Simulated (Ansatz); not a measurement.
# TaN: the cost of one run

Computed with Ansatz 0.2.0 (DFT PBEsol, scalar-relativistic, plane waves, PAW, unless a step's input says otherwise).

4 further runs of the same task are left out: 4 set aside as unsound or not needed.

**1. The system as given**

It takes space group P-6m2 (No. 187, hexagonal). Conventional cell: a = 2.924 Å, b = 2.924 Å, c = 2.870 Å, α = 90.00°, β = 90.00°, γ = 120.00°. Ta (site symmetry -6m2) has 6 N at 2.22 Å as nearest neighbours. N (site symmetry -6m2) is surrounded by 6 Ta at 2.22 Å.

As a file:

```cif
data_structure
_symmetry_space_group_name_H-M 'P 1'
_symmetry_Int_Tables_number 1
_cell_length_a 2.9243
_cell_length_b 2.9243
_cell_length_c 2.8702
_cell_angle_alpha 90.000
_cell_angle_beta 90.000
_cell_angle_gamma 120.000
_cell_volume 21.26
loop_
_atom_site_label
_atom_site_type_symbol
_atom_site_fract_x
_atom_site_fract_y
_atom_site_fract_z
_atom_site_occupancy
Ta1 Ta 0.33333 0.66667 0.50000 1
N1 N 0.00000 0.00000 0.00000 1
```

This cell was relaxed beforehand with the same method: volume 10.63 Å³/atom, gap on the mesh none (metal).

**2. The cell under 12 GPa**

At a set pressure the run lowers the enthalpy E + PV, so the energy alone may rise along the way.

Contents of input.yaml:

```yaml
crystal:
  lattice:
    - [2.9242701629, 0.0, 0.0]
    - [-1.4621350814, 2.5324922486, 0.0]
    - [0.0, 0.0, 2.8701686366]
  atoms:
    - { symbol: Ta, position: [0.3333333333, 0.6666666667, 0.5] }
    - { symbol: "N", position: [0.0, 0.0, 0.0] }
basis:
  ecutwfc: 420
kpoints:
  mp_grid: { grid: [18, 18, 14] }
hamiltonian:
  xc: pbesol
scf:
  occupations: { method: fermi_dirac, width: 0.15 }
output:
  forces: true
  stress: true
  eigenvalues: true
relax:
  adjacent_minimum: "off"
  f_tol: 0.001
  max_steps: 60
  cell: { stress_tol: 0.02, p_target: 12.0 }
```

Started as:

```sh
> ansatz run input.yaml --threads 1 --pin off --max-ram 3072MiB --backend cpu --events-out ev --progress --plain --runs-dir out
```

What time and memory should one allow on 1 thread of Arm Neoverse V1, shared host?

About 76 s, with a peak of 0.4 GiB.
